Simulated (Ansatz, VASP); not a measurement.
**One calculation of SnO, two programs**

File INCAR:

```
PREC = Accurate
ENCUT = 520
EDIFF = 1E-6
ISMEAR = 0
SIGMA = 0.15
LREAL = F
LASPH = T
NELM = 60
ALGO = Normal
ISIF = 2
LWAVE = F
LCHARG = F
NBANDS = 28
```

File KPOINTS:

```
Automatic mesh
0
Gamma
  10 10 8
```

Contents of POSCAR:

```
SnO
1.0
    3.9427000000      0.0000000000      0.0000000000
    0.0000000000      3.9427000000      0.0000000000
    0.0000000000      0.0000000000      4.8415000000
Sn O
2 2
Direct
    0.0000000000      0.5000000000      0.2457459271
    0.5000000000      0.0000000000      0.7542540729
    0.0000000000      0.0000000000      0.0000000000
    0.5000000000      0.5000000000      0.0000000000
```

Input for Ansatz:

```yaml
crystal:
  lattice:
    - [3.9427, 0.0, 0.0]
    - [0.0, 3.9427, 0.0]
    - [0.0, 0.0, 4.8415]
  atoms:
    - { symbol: Sn, position: [0.0, 0.5, 0.2457459271] }
    - { symbol: Sn, position: [0.5, 0.0, 0.7542540729] }
    - { symbol: O, position: [0.0, 0.0, 0.0] }
    - { symbol: O, position: [0.5, 0.5, 0.0] }
basis:
  ecutwfc: 520.0
kpoints:
  mp_grid: { grid: [10, 10, 8] }
hamiltonian:
  xc: lda
scf:
  occupations: { method: gaussian, width: 0.15 }
output:
  forces: true
  stress: true
  eigenvalues: true
```

Alike in both runs: task single point; functional LDA; k mesh 10 × 10 × 8; occupations gaussian, width 0.15 eV; no spin polarisation.

|  | VASP | Ansatz |
| --- | --- | --- |
| version | VASP 6.6.1 | Ansatz 0.2.0 |
| potentials or method | VASP PAW LDA potentials, release 64 (Sn_d, O) | scalar-relativistic, plane waves, PAW |
| plane-wave cutoff (eV) | 520 | 520 |
| valence electrons in the cell | 40 | 40 |

Ansatz gave:

| Property | Result |
| --- | --- |
| gap on the k mesh at the Fermi level (eV) | 0.28 |
| least direct gap on the mesh (eV) | 1.92 |
| pressure (GPa) | -10.5 |
| largest component of the traceless stress (GPa) | 1.73 |
| rms of the force components (eV/Å) | 0.610 |

Q: What did VASP give for the same quantities?

A: gap on the k mesh at the Fermi level (eV): 0.26; least direct gap on the mesh (eV): 1.89; pressure (GPa): -10.3; largest component of the traceless stress (GPa): 1.75; rms of the force components (eV/Å): 0.574.

Atom by atom the forces differ by 0.036 eV/Å (rms over components).

Caveats: spin-orbit coupling is left out, which moves the levels of the heavy elements; forces of over 1 eV/Å show positions far from the minimum, so gaps and moduli don't describe the material at rest.
